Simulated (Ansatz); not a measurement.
# B: density of states with PBE

The system is B.

```xyz
1
Lattice="1.8852 0.0000 0.0000 0.0000 1.8852 0.0000 0.0000 0.0000 1.8852" Properties=species:S:1:pos:R:3 pbc="T T T"
B     0.9426    0.9426    0.9426
```

The cell was built by a generator and needn't be a form met in nature.

```json
{
  "Program": "Ansatz 0.2.0",
  "Task": "density of states",
  "Functional": "PBE",
  "Potentials or basis": "all-electron PAW datasets made for the crystal",
  "Cutoff": "320 eV (chosen from the basis error)",
  "k mesh": "14 × 14 × 14",
  "Occupations": "fermi-dirac, width 0.05 eV",
  "Spin": "no spin polarisation"
}
```

The pressure is 0.4 GPa and the band gap on the k mesh is none (metal or under the smearing width).

Levels at points of the mesh, in eV from the Fermi level:
```csv
k point,band 1,band 2,band 3,band 4
"(0.00, 0.00, 0.00)",-15.74,13.65,13.65,13.65
"(0.00, 0.00, -0.50)",-8.19,-6.18,17.52,17.52
"(0.00, -0.50, -0.50)",-1.91,-1.91,4.33,8.21
"(-0.50, -0.50, -0.50)",3.45,3.45,3.45,16.62
```

States per cell in windows of 1 eV (zero at the Fermi level; states under -8 eV left out):
```
from (eV)  total
     -8.0   0.19
     -7.0   0.17
     -6.0   0.19
     -5.0   0.23
     -4.0   0.26
     -3.0   0.32
     -2.0   0.37
     -1.0   0.32
      0.0   0.28
      1.0   0.23
      2.0   0.17
      3.0   0.12
      4.0   0.23
      5.0   0.29
```

It took 4.8 s on 1 thread of AMD EPYC (Zen 3), with other jobs on the host, peak memory 0.28 GiB.

Caveat: the program warned that the printed levels may be off, so bands, gaps and densities of states are rough; the density of states is complete only up to the lowest level of the last band computed.
